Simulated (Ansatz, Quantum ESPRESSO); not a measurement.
# RbCl (Fm-3m): phonons by linear response

How does RbCl (Fm-3m) vibrate, and is this structure a minimum?

Main program and level: Quantum ESPRESSO 7.5; DFT PBE, scalar-relativistic, plane waves, PseudoDojo norm-conserving pseudopotentials.

The database entry behind the starting cell differs from later determinations by our own check (about 0.5 % short), so it need not match the best structure at ambient conditions.

## 1. The structure

The structure is cubic, space group Fm-3m (No. 225). Conventional cell: a = 6.548 Å, b = 6.548 Å, c = 6.548 Å, α = 90.00°, β = 90.00°, γ = 90.00°. Rb has 6 Cl at 3.27 Å nearest. Nearest to Cl lie 6 Rb at 3.27 Å. Farther neighbours and most contacts between anions are not listed.

## 2. A probe with smearing

Before anything dear is run, a loose run with smearing shows whether this is a metal and how far the cell is from rest.

probe.in

```
 &control
    calculation='scf',
    prefix='x',
    outdir='./tmp',
    pseudo_dir='./pseudo',
    tprnfor=.true.,
    tstress=.true.,
    verbosity='high',
 /
 &system
    ibrav=0,
    nat=2,
    ntyp=2,
    ecutwfc=58.0,
    occupations='smearing',
    smearing='gaussian',
    degauss=0.01,
 /
 &electrons
    conv_thr=1.0d-07,
    mixing_beta=0.7,
    electron_maxstep=100,
 /
ATOMIC_SPECIES
 Rb     85.4678  Rb.upf
 Cl     35.4500  Cl.upf
CELL_PARAMETERS angstrom
    -3.274000000    0.000000000    3.274000000
     0.000000000    3.274000000    3.274000000
    -3.274000000    3.274000000    0.000000000
ATOMIC_POSITIONS crystal
 Rb     0.000000000   0.000000000   0.000000000
 Cl     0.500000000   0.500000000   0.500000000
K_POINTS automatic
 6 6 6 0 0 0
```

Command:

```sh
> OMP_NUM_THREADS=1 mpirun -n 2 pw.x -nk 2 -in probe.in > probe.out
```

Output:

```text
[banners, grids, parts of the stress and lines that vanish by symmetry left out]
Program PWSCF v.7.5
     Message from routine setup:
     using ibrav=0 with symmetry is DISCOURAGED, use correct ibrav instead
[...]
kinetic-energy cutoff     =      58.0000  Ry
     charge density cutoff     =     232.0000  Ry
     scf convergence threshold =      1.0E-07
[...]
Exchange-correlation= PBE
                           (   1   4   3   4   0   0   0)
[...]
48 Sym. Ops., with inversion, found
[...]
(     0          1          0      )
                  (     0          0          1      )
[...]
(  0.0000000  1.0000000  0.0000000 )
                  ( -0.0000000 -0.0000000  1.0000000 )
[...]
(     1          0         -1      )
                  (     0          0         -1      )
[...]
(     0          1         -1      )
                  (     0          1          0      )
[...]
( -1.0000000  0.0000000  0.0000000 )
                  (  0.0000000  1.0000000 -0.0000000 )
[...]
number of k points=    16  Gaussian smearing, width (Ry)=  0.0100
[...]
c_bands:  2 eigenvalues not converged
[...]
End of self-consistent calculation
[...]
the Fermi energy is     3.7554 ev
!    total energy              =     -87.09123749 Ry
[...]
convergence has been achieved in   6 iterations
[...]
atom    1 type  1   force =     0.00000000    0.00000000    0.00000000
     atom    2 type  2   force =    -0.00000000   -0.00000000    0.00000000
[...]
Total force =     0.000000     Total SCF correction =     0.000000
[...]
total   stress  (Ry/bohr**3)                   (kbar)     P=       11.21
[...]
XML data file, charge density, pseudopotentials, collected wavefunctions

   JOB DONE.
```

The job ended after 5.4 s (2 MPI ranks of Intel Xeon Platinum 8375C at 2.90GHz (Ice Lake), shared host).

Numbers from this step:

```yaml
volume_per_atom: 35.09 Å³
pressure: 1.121 GPa
gap_on_the_k_mesh: 5.050 eV
```

A gap of 5.0 eV opens on this mesh, so the crystal is taken as an insulator; the start stands at 1.1 GPa.

## 3. Relaxation

The relaxation runs at a cutoff a fifth above that of the response, since stress converges more slowly with the basis than frequencies do. Forces and stress are brought to rest with tight thresholds.

relax.in

```
 &control
    calculation='vc-relax',
    prefix='x',
    outdir='./tmp',
    pseudo_dir='./pseudo',
    tprnfor=.true.,
    tstress=.true.,
    forc_conv_thr=2.0d-05,
    etot_conv_thr=1.0d-07,
    nstep=40,
 /
 &system
    ibrav=0,
    nat=2,
    ntyp=2,
    ecutwfc=70,
    occupations='fixed',
    nbnd=10,
 /
 &electrons
    conv_thr=1.0d-11,
    mixing_beta=0.7,
    electron_maxstep=100,
 /
 &ions
 /
 &cell
    press_conv_thr=0.2,
 /
ATOMIC_SPECIES
 Rb     85.4678  Rb.upf
 Cl     35.4500  Cl.upf
CELL_PARAMETERS angstrom
    -3.274000000    0.000000000    3.274000000
     0.000000000    3.274000000    3.274000000
    -3.274000000    3.274000000    0.000000000
ATOMIC_POSITIONS crystal
 Rb     0.000000000   0.000000000   0.000000000
 Cl     0.500000000   0.500000000   0.500000000
K_POINTS automatic
 6 6 6 0 0 0
```

Command:

```sh
> OMP_NUM_THREADS=1 mpirun -n 2 pw.x -nk 2 -in relax.in > relax.out
```

Output:

```text
[banners, grids, parts of the stress and lines that vanish by symmetry left out]
[banner, memory and clock lines left out]
Program PWSCF v.7.5

[...]
kinetic-energy cutoff     =      70.0000  Ry
     charge density cutoff     =     280.0000  Ry
     scf convergence threshold =      1.0E-11
[...]
energy convergence thresh.=      1.0E-07
     force convergence thresh. =      2.0E-05
     press convergence thresh. =      2.0E-01
     Exchange-correlation= PBE
                           (   1   4   3   4   0   0   0)
[...]
48 Sym. Ops., with inversion, found
[...]
number of k points=    16
[...]
End of self-consistent calculation
[...]
highest occupied, lowest unoccupied level (ev):     1.1547    6.2054
!    total energy              =     -87.09128672 Ry
[...]
convergence has been achieved in  10 iterations
[...]
atom    1 type  1   force =     0.00000000    0.00000000   -0.00000000
     atom    2 type  2   force =     0.00000000    0.00000000    0.00000000
     Total force =     0.000000     Total SCF correction =     0.000000
[...]
total   stress  (Ry/bohr**3)                   (kbar)     P=       11.34
[...]
number of bfgs steps    =   0
[...]
CELL_PARAMETERS (angstrom)
[...]
ATOMIC_POSITIONS (crystal)
Rb              -0.0000000000       -0.0000000000        0.0000000000
Cl               0.5000000000        0.5000000000        0.5000000000
[...]
New effective cutoffs (rho, wfc):  278.16   69.72
[...]
End of self-consistent calculation
[...]
highest occupied, lowest unoccupied level (ev):     1.1155    6.1474
!    total energy              =     -87.09148789 Ry
[...]
convergence has been achieved in   7 iterations
[...]
atom    1 type  1   force =     0.00000000   -0.00000000   -0.00000000
     atom    2 type  2   force =    -0.00000000   -0.00000000   -0.00000000
     Total force =     0.000000     Total SCF correction =     0.000000
[...]
total   stress  (Ry/bohr**3)                   (kbar)     P=       10.23
[...]
number of bfgs steps    =   1
[...]
WARNING: bfgs curvature condition failed, Theta= 0.884
[...]
CELL_PARAMETERS (angstrom)
[...]
ATOMIC_POSITIONS (crystal)
Rb              -0.0000000000       -0.0000000000       -0.0000000000
Cl               0.5000000000        0.5000000000        0.5000000000
[...]
New effective cutoffs (rho, wfc):  276.99   69.43
[...]
End of self-consistent calculation
[...]
highest occupied, lowest unoccupied level (ev):     1.0728    6.0842
!    total energy              =     -87.09168622 Ry
[...]
convergence has been achieved in   7 iterations
[...]
atom    1 type  1   force =     0.00000000    0.00000000   -0.00000000
     atom    2 type  2   force =    -0.00000000   -0.00000000   -0.00000000
     Total force =     0.000000     Total SCF correction =     0.000000
[...]
total   stress  (Ry/bohr**3)                   (kbar)     P=        9.03
[...]
number of bfgs steps    =   2
[...]
CELL_PARAMETERS (angstrom)
[...]
ATOMIC_POSITIONS (crystal)
[...]
New effective cutoffs (rho, wfc):  275.24   68.99
[...]
End of self-consistent calculation
[...]
highest occupied, lowest unoccupied level (ev):     1.0097    5.9906
[...]
atom    1 type  1   force =     0.00000000    0.00000000    0.00000000
     atom    2 type  2   force =    -0.00000000   -0.00000000    0.00000000
     Total force =     0.000000     Total SCF correction =     0.000000
[...]
total   stress  (Ry/bohr**3)                   (kbar)     P=        4.88
[...]
number of bfgs steps    =   4
[...]
CELL_PARAMETERS (angstrom)
[...]
ATOMIC_POSITIONS (crystal)
[...]
New effective cutoffs (rho, wfc):  268.84   67.38
[...]
highest occupied, lowest unoccupied level (ev):     0.7819    5.6520
!    total energy              =     -87.09245164 Ry
[...]
convergence has been achieved in   9 iterations
[...]
atom    1 type  1   force =     0.00000000    0.00000000    0.00000000
     atom    2 type  2   force =     0.00000000    0.00000000    0.00000000
     Total force =     0.000000     Total SCF correction =     0.000000
[...]
total   stress  (Ry/bohr**3)                   (kbar)     P=        1.54
[...]
number of bfgs steps    =   5
[...]
CELL_PARAMETERS (angstrom)
[...]
ATOMIC_POSITIONS (crystal)
[...]
New effective cutoffs (rho, wfc):  267.07   66.94
[...]
highest occupied, lowest unoccupied level (ev):     0.7199    5.5595
!    total energy              =     -87.09247910 Ry
[...]
convergence has been achieved in   7 iterations
[...]
atom    1 type  1   force =     0.00000000    0.00000000    0.00000000
     atom    2 type  2   force =     0.00000000    0.00000000    0.00000000
     Total force =     0.000000     Total SCF correction =     0.000000
[...]
total   stress  (Ry/bohr**3)                   (kbar)     P=        0.09
[...]
number of bfgs steps    =   6
[...]
CELL_PARAMETERS (angstrom)
[...]
ATOMIC_POSITIONS (crystal)
[...]
New effective cutoffs (rho, wfc):  266.96   66.91
[...]
End of self-consistent calculation
[...]
highest occupied, lowest unoccupied level (ev):     0.7161    5.5538
!    total energy              =     -87.09247920 Ry
[...]
convergence has been achieved in   7 iterations
[...]
atom    1 type  1   force =     0.00000000   -0.00000000   -0.00000000
     atom    2 type  2   force =    -0.00000000   -0.00000000   -0.00000000
     Total force =     0.000000     Total SCF correction =     0.000000
[...]
total   stress  (Ry/bohr**3)                   (kbar)     P=        0.00
[...]
bfgs converged in   8 scf cycles and   7 bfgs steps
[...]
End of BFGS Geometry Optimization
     Final enthalpy           =     -87.0924792014 Ry
     File ./tmp/x.bfgs deleted, as requested
[...]
CELL_PARAMETERS (angstrom)
[...]
ATOMIC_POSITIONS (crystal)
Rb              -0.0000000000        0.0000000000        0.0000000000
Cl               0.5000000000        0.5000000000        0.5000000000
[...]
Final scf calculation at the relaxed structure.
[...]
kinetic-energy cutoff     =      70.0000  Ry
     charge density cutoff     =     280.0000  Ry
     scf convergence threshold =      1.0E-13
[...]
press convergence thresh. =      2.0E-01
     Exchange-correlation= PBE
                           (   1   4   3   4   0   0   0)
[...]
48 Sym. Ops., with inversion, found
[...]
number of k points=    16
[...]
c_bands:  1 eigenvalues not converged
     c_bands:  1 eigenvalues not converged
[...]
End of self-consistent calculation
[...]
highest occupied, lowest unoccupied level (ev):     0.7161    5.5538
!    total energy              =     -87.09248208 Ry
[...]
convergence has been achieved in  11 iterations
[...]
atom    1 type  1   force =     0.00000000    0.00000000   -0.00000000
     atom    2 type  2   force =    -0.00000000   -0.00000000    0.00000000
     Total force =     0.000000     Total SCF correction =     0.000000
[...]
total   stress  (Ry/bohr**3)                   (kbar)     P=        0.01
[...]
XML data file, charge density, pseudopotentials, collected wavefunctions
```

Wall time 52 s (2 MPI ranks).

Relaxation path:

| step | energy less that of the first step (eV) | largest force (eV/Å) | pressure (GPa) | volume (Å³) |
| --- | --- | --- | --- | --- |
| 1 | 0.0000 | 0.0000 | 1.13 | 70.19 |
| 2 | -0.0027 | 0.0000 | 1.02 | 70.60 |
| 3 | -0.0054 | 0.0000 | 0.90 | 71.04 |
| 4 | -0.0089 | 0.0000 | 0.73 | 71.72 |
| 5 | -0.0128 | 0.0000 | 0.49 | 72.75 |
| 6 | -0.0158 | 0.0000 | 0.15 | 74.30 |
| 7 | -0.0162 | 0.0000 | 0.01 | 75.04 |
| 8 | -0.0162 | 0.0000 | 0.00 | 75.09 |
| 9 | -0.0163 | 0.0000 | 0.00 | 75.09 |

| conventional cell, symmetrised | before | after | change |
| --- | --- | --- | --- |
| a (Å) | 6.548 | 6.697 | +2.3 % |
| b (Å) | 6.548 | 6.697 | +2.3 % |
| c (Å) | 6.548 | 6.697 | +2.3 % |
| volume (Å³/atom) | 35.09 | 37.54 | +7.0 % |

The relaxed structure:

```
CELL_PARAMETERS angstrom
-3.34847 0.00000 3.34847
0.00000 3.34847 3.34847
-3.34847 3.34847 0.00000
ATOMIC_POSITIONS crystal
Rb 0.00000 0.00000 0.00000
Cl 0.50000 0.50000 0.50000
```

The last row of the table of steps is pw.x's closing run on a basis chosen anew for the final cell, so its energy can jump.

Numbers from this step:

```
volume per atom   : 37.54 Å³
pressure          : 0.001 GPa
gap on the k-mesh : 4.838 eV
```

The volume changes by +7.0 % from the cell with which this run began.

## 4. Ground state

Perturbation theory inherits every error of the wavefunctions, so the threshold is set near the limit of the arithmetic. With a gap, occupations are fixed, which also allows the response to an electric field.

scf.in

```
 &control
    calculation='scf',
    prefix='x',
    outdir='./tmp',
    pseudo_dir='./pseudo',
    tprnfor=.true.,
    tstress=.true.,
 /
 &system
    ibrav=0,
    nat=2,
    ntyp=2,
    ecutwfc=58.0,
    occupations='fixed',
    nbnd=10,
 /
 &electrons
    conv_thr=1.0d-12,
    mixing_beta=0.7,
    electron_maxstep=100,
 /
ATOMIC_SPECIES
 Rb     85.4678  Rb.upf
 Cl     35.4500  Cl.upf
CELL_PARAMETERS angstrom
    -3.348465325    0.000000000    3.348465325
     0.000000000    3.348465325    3.348465325
    -3.348465325    3.348465325    0.000000000
ATOMIC_POSITIONS crystal
 Rb     0.000000000   0.000000000   0.000000000
 Cl     0.500000000   0.500000000   0.500000000
K_POINTS automatic
 6 6 6 0 0 0
```

Command:

```sh
> OMP_NUM_THREADS=1 mpirun -n 2 pw.x -nk 2 -in scf.in > scf.out
```

Output:

```text
[banners, grids, parts of the stress and lines that vanish by symmetry left out]
[banner, memory and clock lines left out]
Program PWSCF v.7.5

[...]
kinetic-energy cutoff     =      58.0000  Ry
     charge density cutoff     =     232.0000  Ry
     scf convergence threshold =      1.0E-12
[...]
Exchange-correlation= PBE
                           (   1   4   3   4   0   0   0)
[...]
48 Sym. Ops., with inversion, found
[...]
number of k points=    16
[...]
End of self-consistent calculation
[...]
highest occupied, lowest unoccupied level (ev):     0.7161    5.5538
!    total energy              =     -87.09243293 Ry
[...]
convergence has been achieved in  10 iterations
[...]
atom    1 type  1   force =     0.00000000    0.00000000    0.00000000
     atom    2 type  2   force =     0.00000000    0.00000000    0.00000000
     Total force =     0.000000     Total SCF correction =     0.000000
[...]
total   stress  (Ry/bohr**3)                   (kbar)     P=       -0.12
[...]
XML data file, charge density, pseudopotentials, collected wavefunctions
```

It took 7.2 s on 2 MPI ranks.

Read from the output:

```yaml
pressure: -0.01200 GPa
```

The cell stands at -0.012 GPa, close enough for phonons.

(Continued in part 2 of 4.)

[Host names and launcher messages were left out of these logs when they were recorded.]

[Logs are printed without paths, hosts, clocks, repeated set-up lines and the standing remarks that a program may print on its own settings, such as how far it seeks lower states.]

[Hosts, paths, dates, database ids (printed as entryN), source tags and the programs' standing remarks are cut or masked in the printed files.]
